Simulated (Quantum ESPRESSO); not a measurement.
**P under changes of volume**

One of the cells (15.817 Å³/atom); the others are scaled copies at fixed shape and fractional positions:

```
P
1.0
    -1.69151    2.51517    1.85894
     1.69151   -2.51517    1.85894
     1.69151    2.51517   -1.85894
P
2
Direct
  0.69669 0.94669 0.75000
  0.30331 0.05331 0.25000
```

This isn't the form of P at room conditions, which is orthorhombic.

- Program: Quantum ESPRESSO 7.5
- Functional: PBE
- Potentials or basis: SSSP 1.3 efficiency PBE
- Cutoff: 748 eV
- Density cutoff: 5987 eV
- k mesh: 11 × 11 × 11
- Occupations: fermi-dirac, width 0.05 eV
- Spin: no spin polarisation

```tsv
volume (Å³/atom)	energy over the lowest point (meV/atom)	pressure (GPa)	largest force (eV/Å)
14.868	41.06	10.2	0.874
15.185	23.61	7.5	0.703
15.501	11.29	5.0	0.542
15.817	?	?	?
16.134	0.00	0.8	0.243
16.450	0.19	-1.0	0.103
16.767	3.73	-2.6	0.029
```

Problem. What does the run at 15.817 Å³/atom give?

Solution. Energy over the lowest point 3.57 meV/atom; pressure 2.8 GPa; largest force 0.390 eV/Å.

Worked out: A Birch-Murnaghan fit of order 3 (a polynomial in V^(-2/3)) to the other rows has its minimum at 16.28 Å³/atom with B0 = V·E''(V) = 93 GPa and B' = 4.3 at fixed shape and positions, which overstates the stiffness. It gives 3.58 meV/atom at 15.817 Å³/atom, against the run's 3.57, and -dE/dV = 2.8 GPa, against 2.8.

Energies are extrapolated to zero smearing.
